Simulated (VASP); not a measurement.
Crystal: BaO.

```xyz
2
Lattice="0.0000 2.7500 2.7500 2.7500 0.0000 2.7500 2.7500 2.7500 0.0000" Properties=species:S:1:pos:R:3 pbc="T T T"
Ba    0.0000    0.0000    0.0000
O     2.7500    2.7500    2.7500
```

| Quantity | Value |
| --- | --- |
| Program | VASP 6.6.1 |
| Task | relaxation of cell and atoms |
| Functional | PBE |
| Dispersion | D3(BJ) |
| Potentials or basis | VASP PAW PBE potentials, release 64 (Ba_sv, O) |
| Cutoff | 600 eV |
| k mesh | 8 × 8 × 8 |
| Occupations | gaussian, width 0.03 eV |
| Spin | no spin polarisation |

At the start: pressure 3.0 GPa; volume 20.80 Å³/atom.

Q: Where does the relaxation end?

A: Over 3 steps the energy falls by 7.1 meV/atom and the volume is 21.59 Å³/atom (+3.8 %); space group Fm-3m (No. 225, to 0.05 Å).

The path:
```csv
step,energy change (eV),largest force (eV/Å),pressure (GPa),volume (Å³)
1,0.0000,0.0000,2.96,41.59
2,-0.0113,0.0000,-1.20,43.95
3,-0.0142,0.0000,0.00,43.19
```

Final structure:
```
Ba O
1.0
     0.00000    2.78464    2.78464
     2.78464    0.00000    2.78464
     2.78464    2.78464    0.00000
Ba O
1 1
Cartesian
  0.0000 0.0000 0.0000
  2.7846 2.7846 2.7846
```
